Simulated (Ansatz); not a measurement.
# GaSb: the cost of one run

Method: DFT LDA, scalar-relativistic, plane waves, PAW, in Ansatz 0.2.0.

### Step 1. Starting point

The structure is orthorhombic, space group Immm (No. 71). The conventional cell has a = 3.112 Å, b = 5.350 Å, c = 5.787 Å, α = 90.00°, β = 90.00°, γ = 90.00°. Ga (site symmetry mmm) has 6 Sb at 2.89 to 3.09 Å and 2 Ga at 3.11 Å as nearest neighbours. Sb (site symmetry mmm) is surrounded by 6 Ga at 2.89 to 3.09 Å and 2 Sb at 3.11 Å.

As a file:

```cif
data_structure
_symmetry_space_group_name_H-M 'P 1'
_symmetry_Int_Tables_number 1
_cell_length_a 4.2365
_cell_length_b 4.2365
_cell_length_c 4.2365
_cell_angle_alpha 136.906
_cell_angle_beta 101.690
_cell_angle_gamma 93.850
_cell_volume 48.17
loop_
_atom_site_label
_atom_site_type_symbol
_atom_site_fract_x
_atom_site_fract_y
_atom_site_fract_z
_atom_site_occupancy
Ga1 Ga 0.00000 0.00000 0.00000 1
Sb1 Sb 0.50000 0.50000 0.00000 1
```

Source of the structure: the Materials Project (structure only).

### Step 2. Probe: one point at the start

Input file input.yaml:

```yaml
crystal:
  lattice:
    - [-1.555901, 2.675003, 2.893313]
    - [1.555901, -2.675003, 2.893313]
    - [1.555901, 2.675003, -2.893313]
  atoms:
    - { symbol: Ga, position: [0.0, 0.0, 0.0] }
    - { symbol: Sb, position: [0.5, 0.5, 0.0] }
basis:
  ecutwfc: 420
kpoints:
  mp_grid: { grid: [6, 6, 6] }
hamiltonian:
  xc: lda
scf:
  occupations: { method: gaussian, width: 0.1 }
output:
  forces: true
  stress: true
  eigenvalues: true
```

Started as:

```
ansatz run input.yaml --threads 1 --pin off --max-ram 1228MiB --backend cpu --events-out ev --progress --plain --runs-dir out
```

What time and memory should one allow on 1 thread of an x86-64 CPU, shared host?

About 3.8 s, with a peak of 0.39 GiB.
